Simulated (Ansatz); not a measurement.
# C4H10Zn: the cost of one run

Program: Ansatz 0.2.0, Gaussian basis. Level of theory: RKS PBE-D4/def2-SVP. These are calculated values, not measurements.

Plan: relaxation at PBE-D4/def2-SVP; relaxation at PBE0-D4/def2-TZVP; harmonic vibrations at the same level.

1 further run of the same task is left out (set aside as unsound or not needed).

### 1 Where the work starts

15 atoms, charge 0, spin multiplicity 1.

Atoms are counted from 1 here; the program's logs count them from 0.

Bond lengths: C1–C2 1.452 Å, C1–H6 1.139 Å, C1–H7 1.131 Å, C1–H8 1.155 Å, C2–Zn3 1.394 Å, C2–H9 1.138 Å, C2–H10 1.115 Å, Zn3–C4 1.428 Å, C4–C5 1.571 Å, C4–H11 1.156 Å, C4–H12 1.056 Å, C5–H13 1.125 Å, C5–H14 1.082 Å, C5–H15 1.125 Å. Angles: C2–C1–H6 112.7°, C2–C1–H7 113.0°, C2–C1–H8 111.6°, H6–C1–H7 107.1°, H6–C1–H8 106.4°, H7–C1–H8 105.5°, C1–C2–Zn3 113.8°, C1–C2–H9 108.9°, C1–C2–H10 109.5°, Zn3–C2–H9 108.7°, Zn3–C2–H10 108.4°, H9–C2–H10 107.4°, C2–Zn3–C4 167.4°, Zn3–C4–C5 112.0°, Zn3–C4–H11 105.6°, Zn3–C4–H12 111.5°, C5–C4–H11 104.8°, C5–C4–H12 110.3° and more.

As a file:

| atom | x (Å) | y (Å) | z (Å) |
| --- | --- | --- | --- |
| C1 | 0.04800 | 1.48530 | 1.21600 |
| C2 | 0.91760 | 0.32370 | 1.26770 |
| Zn3 | 0.66110 | -0.61530 | 0.27040 |
| C4 | 0.23250 | -1.34480 | -0.87960 |
| C5 | -0.98660 | -0.65580 | -1.59180 |
| H6 | -1.05420 | 1.21280 | 1.30620 |
| H7 | 0.27060 | 2.24100 | 2.02730 |
| H8 | 0.16200 | 2.05800 | 0.22000 |
| H9 | 0.80010 | -0.18060 | 2.28140 |
| H10 | 1.97990 | 0.65050 | 1.17820 |
| H11 | -0.18760 | -2.34310 | -0.47550 |
| H12 | 1.02350 | -1.48900 | -1.56420 |
| H13 | -0.69570 | 0.36850 | -1.95560 |
| H14 | -1.36730 | -1.24500 | -2.41600 |
| H15 | -1.82580 | -0.51710 | -0.85510 |

The start is a force-field geometry with small random shifts, so a cheaper pass at PBE-D4/def2-SVP comes first.

### 2 Geometry optimisation, PBE-D4/def2-SVP (cheap first pass)

in.yaml reads:

```yaml
crystal:
  periodic: [false, false, false]
  atoms:
    - {symbol: C, position_ang: [0.048000, 1.485300, 1.216000]}
    - {symbol: C, position_ang: [0.917600, 0.323700, 1.267700]}
    - {symbol: Zn, position_ang: [0.661100, -0.615300, 0.270400]}
    - {symbol: C, position_ang: [0.232500, -1.344800, -0.879600]}
    - {symbol: C, position_ang: [-0.986600, -0.655800, -1.591800]}
    - {symbol: H, position_ang: [-1.054200, 1.212800, 1.306200]}
    - {symbol: H, position_ang: [0.270600, 2.241000, 2.027300]}
    - {symbol: H, position_ang: [0.162000, 2.058000, 0.220000]}
    - {symbol: H, position_ang: [0.800100, -0.180600, 2.281400]}
    - {symbol: H, position_ang: [1.979900, 0.650500, 1.178200]}
    - {symbol: H, position_ang: [-0.187600, -2.343100, -0.475500]}
    - {symbol: H, position_ang: [1.023500, -1.489000, -1.564200]}
    - {symbol: H, position_ang: [-0.695700, 0.368500, -1.955600]}
    - {symbol: H, position_ang: [-1.367300, -1.245000, -2.416000]}
    - {symbol: H, position_ang: [-1.825800, -0.517100, -0.855100]}
basis:
  gaussian: {orbitals: def2-SVP}
hamiltonian: {xc: pbe, dispersion: d4}
relax: {f_tol: 0.03, max_steps: 200}
```

Started as:

```
> ansatz run in.yaml --threads 2 --pin off --events-out ev --progress --plain --max-ram 22528MiB --backend cpu
```

What time and memory should one allow on 2 threads of AMD EPYC 7R13, shared host?

About 30 s, with a peak of 0.25 GiB.
